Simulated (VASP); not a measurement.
**VASP inputs for LiF**

INCAR, step 1 (ground state)

```
PREC = Accurate
ENCUT = 500
LASPH = .TRUE.
GGA = PE
LWAVE = .TRUE.
ISMEAR = 0
EDIFF = 1E-7
NELM = 120
LREAL = .FALSE.
SIGMA = 0.01
LCHARG = .FALSE.
```

INCAR, step 2 (empty bands)

```
LWAVE = .TRUE.
ISMEAR = 0
ENCUT = 500
LREAL = .FALSE.
NBANDS = 53
ISTART = 1
EDIFF = 1E-7
NELM = 1
SIGMA = 0.01
LCHARG = .FALSE.
LASPH = .TRUE.
GGA = PE
LOPTICS = .TRUE.
ALGO = Exact
PREC = Accurate
```

INCAR, step 3 (GW)

```
ALGO = EVGW0
EDIFF = 1E-7
ISTART = 1
ISMEAR = 0
SIGMA = 0.01
PRECFOCK = Fast
LASPH = .TRUE.
PREC = Accurate
ENCUTGWSOFT = 120
NBANDSGW = 13
LCHARG = .FALSE.
NOMEGA = 64
NELMGW = 1
NELM = 120
ENCUT = 500
ENCUTGW = 120
LWAVE = .FALSE.
GGA = PE
LREAL = .FALSE.
NBANDS = 53
```

KPOINTS

```
KPOINTS created by Atomic Simulation Environment
0
Gamma
6 6 6
0 0 0
```

POSCAR

```
Li F
 1.0000000000000000
     0.0000000000000000    2.0150000000000001    2.0150000000000001
     2.0150000000000001    0.0000000000000000    2.0150000000000001
     2.0150000000000001    2.0150000000000001    0.0000000000000000
 Li  F
   1   1
Cartesian
  0.0000000000000000  0.0000000000000000  0.0000000000000000
  2.0150000000000001  2.0150000000000001  2.0150000000000001
```

VASP ran with the GW set of PAW datasets (10 valence electrons in the cell).

Problem. Predict the results.

Solution. PBE gap on the mesh 9.05 eV; G₀W₀ gap on the mesh 13.21 eV.
